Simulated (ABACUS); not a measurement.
Ag:

```
Ag
1.0
     0.00000    2.04275    2.04275
     2.04275    0.00000    2.04275
     2.04275    2.04275    0.00000
Ag
1
Cartesian
  0.0000 0.0000 0.0000
```

Base run:

| Item | Value |
| --- | --- |
| Program | ABACUS 3.10.1 |
| Functional | revPBE |
| Potentials or basis | SPMS ONCV 1.0 PBE |
| Cutoff | 1116 eV |
| Density cutoff | 4463 eV |
| Basis | plane waves |
| k mesh | 9 × 9 × 9 |
| Occupations | fermi-dirac, width 0.05 eV |
| Spin | no spin polarisation |

Its results: band gap on the k mesh none (metal or under the smearing width); pressure 8.1 GPa.

**Question.** The run is repeated on the same cell with these changes: functional from revPBE to PBEsol. What comes out?

**Answer.** Band gap on the k mesh none (metal or under the smearing width); pressure -2.9 GPa.

PBEsol binds more tightly than revPBE, so the same cell stands under less pressure.

Caveats: the potentials were made for another functional, which shifts forces and pressure.
